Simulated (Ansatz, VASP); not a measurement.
**CoO and the dispersion correction, program beside program**

The cell as given:

It takes space group P-6m2 (No. 187, hexagonal). The conventional cell has a = 2.828 Å, b = 2.828 Å, c = 2.722 Å, α = 90.00°, β = 90.00°, γ = 120.00°. Co (site symmetry -6m2) is surrounded by 6 O at 2.13 Å. Around O (site symmetry -6m2) lie 6 Co at 2.13 Å.

Measurements of this composition are mostly on another form, of space group No. 225.

Kept alike: task relaxation of cell and atoms; functional PBE; k mesh 8 × 8 × 7; occupations fermi-dirac, width 0.05 eV; collinear spin, ferromagnetic start. The mesh is that of the run's cell of 2 atoms. No spin-orbit coupling.

- A: Ansatz, Ansatz PAW, cutoff 420 eV
- B: VASP, PBE PAW files Co, O, 600 eV

```csv
dispersion correction,A: volume (Å³/atom),B: volume (Å³/atom)
none,9.432,9.400
D3(BJ),9.226,9.196
D4,9.258,9.224
```

Magnetic runs hold the state that their start led to. Values hold for each row's relaxed cell, which stops near the pressure aimed at (zero). Ansatz's stress holds its Pulay term. Programs can differ in the three-body term of D3, and some take D4 from an outside library. For a metal such a mesh leaves the last digits unconverged.

**Question.** How large is the effect of the dispersion correction, and do the programs agree on it?

**Answer.** From none to D3(BJ) the volume moves by -0.206 in A, -0.204 in B (Å³/atom). Row by row the programs differ by 0.030 to 0.034, and over this span the shifts, as printed, agree within about 1 %. Shifts from none: D3(BJ) -0.206, -0.204; D4 -0.174, -0.176; the programs' shifts differ by up to 0.002.
